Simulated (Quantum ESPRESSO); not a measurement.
## AlN [001], zinc blende: the electronic dielectric constant against strain along c

How does ε∞, from linear response (ph.x, fixed occupations, ions clamped), follow the strain along c?

Calculated with Quantum ESPRESSO 7.5, PBEsol, GBRV 1.5 ultrasoft potentials, cutoff 680 eV, Fermi–Dirac smearing 0.02 eV, k-mesh 9×9×6, no spin polarisation, no spin-orbit coupling.

| strain along c (%) | V (Å³/atom) | ε_xx | ε_yy | ε_zz | mean | gap (eV) |
| --- | --- | --- | --- | --- | --- | --- |
| −3 | 10.413 | 4.632 | 4.632 | 4.673 | 4.646 | 2.958 |
| −2 | 10.440 | 4.638 | 4.638 | 4.661 | 4.646 | 3.027 |
| 0 | 10.499 | 4.653 | 4.653 | 4.650 | 4.652 | 3.177 |
| 1 | 10.530 | 4.664 | 4.664 | 4.651 | 4.660 | 3.136 |
| 2 | 10.562 | 4.675 | 4.675 | 4.657 | 4.669 | 3.094 |
| 3 | 10.596 | 4.688 | 4.688 | 4.667 | 4.681 | 3.050 |

**Question.** Give the mean ε∞ and the long-wavelength refractive index at x = -1, a row left out above (x is the first column).

Least squares with ε = e0 + e1 x + e2 x² gives e0 = 4.6525, e1 = 0.005825 and e2 = 0.00123. At x = -1 this is 4.648, so n = √ε = 2.156 as an average over directions. The run itself gives 4.648, so the estimate misses by 0.000, a rounding's worth.

Along the table the mean ε∞ doesn't follow the smallest gap simply. Semilocal functionals tend to give ε∞ too large, the k-mesh wasn't converged for it (a zone-centred mesh of this size overestimates it where the gap is small), and polar lattice vibrations add to the static constant, which isn't calculated here.
